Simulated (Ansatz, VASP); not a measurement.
# TaN in VASP and in Ansatz

INCAR

```
  ALGO = Normal
  EDIFF = 1E-7
  ENCUT = 520
  GGA = PS
  ISIF = 2
  ISMEAR = -1
  LASPH = T
  LCHARG = F
  LREAL = F
  LWAVE = F
  NBANDS = 24
  NELM = 80
  PREC = Accurate
  SIGMA = 0.01
```

KPOINTS

```
k-points
0
Gamma
  9 9 5
```

The input POSCAR:

```
TaN
1.0
    3.0784819984      0.0000000000      0.0000000000
   -1.5392409992      2.6660436156      0.0000000000
    0.0000000000      0.0000000000      4.9180000000
Ta N
2 2
Direct
    0.0000000000      0.0000000000      0.0000000000
    0.0000000000      0.0000000000      0.5000000000
    0.3333333333      0.6666666667      0.2500000000
    0.6666666667      0.3333333333      0.7500000000
```

Input for Ansatz:

```yaml
crystal:
  lattice:
    - [3.0784819984, 0.0, 0.0]
    - [-1.5392409992, 2.6660436156, 0.0]
    - [0.0, 0.0, 4.918]
  atoms:
    - { symbol: Ta, position: [0.0, 0.0, 0.0] }
    - { symbol: Ta, position: [0.0, 0.0, 0.5] }
    - { symbol: "N", position: [0.3333333333, 0.6666666667, 0.25] }
    - { symbol: "N", position: [0.6666666667, 0.3333333333, 0.75] }
kpoints:
  mp_grid: { grid: [9, 9, 5] }
  band_path:
    path:
      - [0.0, 0.0, 0.0]
      - [0.5, 0.0, 0.0]
      - [0.3333333333, 0.3333333333, 0.0]
      - [0.0, 0.0, 0.0]
      - [0.0, 0.0, 0.5]
      - [0.5, 0.0, 0.5]
      - [0.3333333333, 0.3333333333, 0.5]
      - [0.0, 0.0, 0.5]
      - [0.5, 0.0, 0.5]
    npoints: 5
scf:
  occupations: { method: fermi_dirac, width: 0.01 }
hamiltonian:
  xc: pbesol
  pseudopotentials: { kind: all_electron, lapw: { basis_error: 0.0005 } }
output:
  forces: true
  stress: true
  eigenvalues: true
```

Change from the starting cell: equal xx and yy strain of +1 %.

Alike in both runs: task single point; functional PBEsol; k mesh 9 × 9 × 5; occupations fermi-dirac, width 0.01 eV; no spin polarisation.

|  | VASP | Ansatz |
| --- | --- | --- |
| version | VASP 6.6.1 | Ansatz 0.2.0 |
| potentials or method | VASP PAW PBE potentials, release 64 (Ta_pv, N) | all-electron LAPW, scalar-relativistic |
| plane-wave cutoff (eV) | 520 | see its input |

```tsv
	VASP	Ansatz	Ansatz less VASP
pressure (GPa)	41.2	39.3	-1.94
largest component of the traceless stress (GPa)	53.89	53.14	-0.756
```

Ansatz ran all-electron here, so the differences hold the error of VASP's frozen core and of both bases.

Caveats: so large a pressure means that the cell lies far from this level's equilibrium, or that cutoff or potentials fall short (VASP); the potentials were made for another functional, which shifts forces and pressure (VASP). The runs have no spin-orbit coupling, so splittings on Ta are missing.
